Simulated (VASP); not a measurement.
Runs of VASP 6.6.1 on KMgF3. Symmetry: P4mm, No. 99, tetragonal system. Conventional cell: a = 3.986 Å, b = 3.986 Å, c = 3.986 Å, α = 90.00°, β = 90.00°, γ = 90.00°. K (site symmetry 4mm) has 8 F at 2.61 to 2.83 Å as nearest neighbours. Mg (site symmetry 4mm) has 6 F at 1.99 Å as nearest neighbours. Around F (site symmetry 2mm) lie 2 Mg at 1.99 Å. Around F (site symmetry 4mm) lie 2 Mg at 1.99 Å. 

```tsv
cell	gap on the mesh (eV)	pressure (GPa)	largest force (eV/Å)
atom 1 (K) moved by (-0.300, +0.000) A along y and z	7.13	1.0	(b)
atom 1 (K) moved by (-0.300, -0.300) A along y and z	7.12	2.2	1.33
atom 1 (K) moved by (-0.150, +0.000) A along y and z	7.13	0.2	(c)
atom 1 (K) moved by (-0.300, -0.150) A along y and z	7.13	(a)	0.88
```

Alike in all rows: task single point; level PBEsol; potentials or basis VASP PAW PBE potentials, release 64 (K_sv, Mg, F); no spin polarisation; k mesh 6 × 6 × 6; cutoff (eV) 520; smearing gaussian 0.05 eV.

Question: Estimate the missing entries.

Answer: (a) 1.3; (b) 0.72; (c) 0.34.

Caveats: the PAW data sets were made with another functional, which shifts forces and pressure a little.

A k mesh can miss the band edges.
